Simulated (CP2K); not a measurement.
ZrC:

```
Zr C
1.0
     3.34462    0.00000    0.00000
     1.67231    2.89652    0.00000
     1.67231    0.96551    2.73087
Zr C
1 1
Direct
  0.50000 0.50000 0.50000
  0.00000 0.00000 0.00000
```

Program: CP2K 2026.2. Alike in all runs: task band structure; no spin polarisation; cell as given; k mesh 10 × 10 × 10.

Order these runs on this cell by their pressure, lowest first.
A. level LDA; potentials or basis GTH_POTENTIALS Zr GTH-PADE-q12, C GTH-PADE-q4; TZVP-MOLOPT-PBE-GTH basis; smearing fermi-dirac 0.1 eV; EPS_DEFAULT 1.0E-10; NGRIDS 5; points a segment of the path (NPOINTS) 10; bands added on the path 2; CUTOFF of the grids 450 Ry
B. level PBEsol; potentials or basis POTENTIAL_UZH Zr GTH-PBE-q12, C GTH-PBE-q4; TZVP-MOLOPT-PBE-GTH basis; smearing fermi-dirac 0.0259 eV; EPS_DEFAULT 1.0E-9; NGRIDS 4; points a segment of the path (NPOINTS) 6; bands added on the path 6; CUTOFF of the grids 450 Ry
C. level r2SCAN; potentials or basis POTENTIAL_UZH Zr GTH-SCAN-q12, C GTH-SCAN-q4; TZVP-MOLOPT-SCAN-GTH basis; smearing fermi-dirac 0.01 eV; EPS_DEFAULT 1.0E-9; NGRIDS 5; points a segment of the path (NPOINTS) 6; bands added on the path 4; CUTOFF of the grids 700 Ry

A (-12.9 GPa), B (-5.8 GPa), C (-0.8 GPa).

Caveats: the basis of atomic orbitals isn't converged, which shifts pressures, moduli and gaps; the potentials were made for another functional, which shifts forces and pressure (some runs).
